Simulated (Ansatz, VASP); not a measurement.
Two plane-wave programs on MnO

```
Mn O
1.0
     0.00000    2.23672    2.23672
     2.23672    0.00000    2.23672
     2.23672    2.23672    0.00000
Mn O
1 1
Direct
  0.00000 0.00000 0.00000
  0.50000 0.50000 0.50000
```

Alike in both runs: task single point; functional PBE; k mesh 10 × 10 × 10; occupations fermi-dirac, width 0.05 eV; collinear spin.

|  | VASP | Ansatz |
| --- | --- | --- |
| version | VASP 6.6.1 | Ansatz 0.2.0 |
| potentials or method | VASP PAW PBE potentials, release 64 (Mn_pv, O) | Ansatz PAW |
| plane-wave cutoff (eV) | 520 | 420 |
| valence electrons in the cell | 19 | 21 |

VASP gave:

- gap on the k mesh at the Fermi level (eV): none
- pressure (GPa): -2.1
- net moment per atom (μB): 2.41
- size of the moment on the site where the two differ most (μB): 4.36

Question: Estimate Ansatz's values.

Answer: gap on the k mesh at the Fermi level (eV): none; pressure (GPa): -2.2; net moment per atom (μB): 2.40; size of the moment on the site where the two differ most (μB): 4.09.

Site moments also hang on the region over which each program counts them. A gap of «none» marks a metal or a gap that the smearing closes. The two sets of potentials don't hold the same shells in valence.

Caveats: a cell with one magnetic atom can't hold antiferromagnetic order, which such compounds often take; semilocal functionals often make such compounds metallic where correlation or magnetic order opens a gap, which also shifts bond lengths; the pressure holds a Pulay correction of +0.6 GPa for the finite cutoff (Ansatz).
